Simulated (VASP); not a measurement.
# BN: G0W0 on PBE

BN, F-43m (no. 216), 2 atoms in the cell. PBE, GW; PAW potentials N_GW, B_GW (PBE set).

GW scheme: G0W0; Iterations: 1; Orbital cutoff (eV): 450; Response cutoff (eV): 300; Frequency points: 48; Procedure: three steps, all bands.

## Input

INCAR.step1:
```
  PREC = Accurate
  ENCUT = 450
  ISMEAR = 0
  SIGMA = 0.05
  LASPH = True
  LREAL = False
  GGA = PE
  ALGO = Normal
  EDIFF = 1E-8
  NELM = 150
  LWAVE = True
  LCHARG = False
  KPAR = 4
```

INCAR.step2, as INCAR.step1 but for:
```
- ALGO = Normal
- NELM = 150
+ ALGO = Exact
+ NELM = 1
+ ISTART = 1
+ NBANDS = 252
+ LOPTICS = True
```

INCAR.step3:
```
  PREC = Accurate
  ENCUT = 450
  ISMEAR = 0
  SIGMA = 0.05
  LASPH = True
  LREAL = False
  GGA = PE
  ALGO = EVGW0
  NBANDS = 252
  NBANDSGW = 8
  ENCUTGW = 300
  NOMEGA = 48
  PRECFOCK = Fast
  ISTART = 1
  LWAVE = False
  LCHARG = False
  NELMGW = 1
  KPAR = 4
```

KPOINTS:
```
k-points
0
Gamma
  3 3 3
```

POSCAR:
```
BN
1.0
    0.0000000000      1.8130010000      1.8130010000
    1.8130010000      0.0000000000      1.8130010000
    1.8130010000      1.8130010000      0.0000000000
N B
1 1
Direct
    0.2500000000      0.2500000000      0.2500000000
    0.0000000000      0.0000000000      0.0000000000
```

Commands (each step's output is kept before the next begins):
```
cat potpaw_PBE.64/N_GW/POTCAR potpaw_PBE.64/B_GW/POTCAR > POTCAR
cp INCAR.step1 INCAR
mpirun -np 4 vasp_std > vasp.out
cp INCAR.step2 INCAR
mpirun -np 4 vasp_std > vasp.out
cp INCAR.step3 INCAR
mpirun -np 4 vasp_std > vasp.out
```

## Result

- Quasiparticle gap on the mesh (eV): 7.29
- Gap of the starting point on the mesh (eV): 5.58
- Quasiparticle gap at the zone centre (eV): 10.88
- Starting gap at the zone centre (eV): 8.67
- Correction of the gap between the band edges on the mesh (eV): 1.71
- Shift of the valence top (eV): -1.16
- Shift of the conduction bottom (eV): 0.55
- Z of the valence top at the zone centre: 0.82
- Static dielectric constant, RPA: 5.9

Levels near the gap:

| k point | band | start (eV) | quasiparticle (eV) |
|---|---|---|---|
| 0 0 0 | 1 | -12.70 | -15.00 |
| 0 0 0 | 2 | 7.48 | 6.32 |
| 0 0 0 | 3 | 7.48 | 6.32 |
| 0 0 0 | 4 | 7.48 | 6.32 |
| 0 0 0 | 5 | 16.15 | 17.20 |
| 0 0 0 | 6 | 16.15 | 17.20 |
| 0 0 0 | 7 | 16.15 | 17.20 |
| 0 0 0 | 8 | 17.64 | 18.38 |
| 0.3333 0.3333 0 | 1 | -9.37 | -11.45 |
| 0.3333 0.3333 0 | 2 | 1.41 | -0.25 |
| 0.3333 0.3333 0 | 3 | 3.45 | 2.01 |
| 0.3333 0.3333 0 | 4 | 3.45 | 2.01 |
| 0.3333 0.3333 0 | 5 | 13.06 | 13.61 |
| 0.3333 0.3333 0 | 6 | 17.63 | 18.27 |
| 0.3333 0.3333 0 | 7 | 22.87 | 24.25 |
| 0.3333 0.3333 0 | 8 | 22.87 | 24.25 |

Limits: the mesh is coarse: neither the gap nor the screening is converged.

VASP 6.6.1 took 6.7 s on 4 cores (Intel Xeon Platinum 8259CL @ 2.50GHz (Skylake/Cascade Lake)), a shared host.
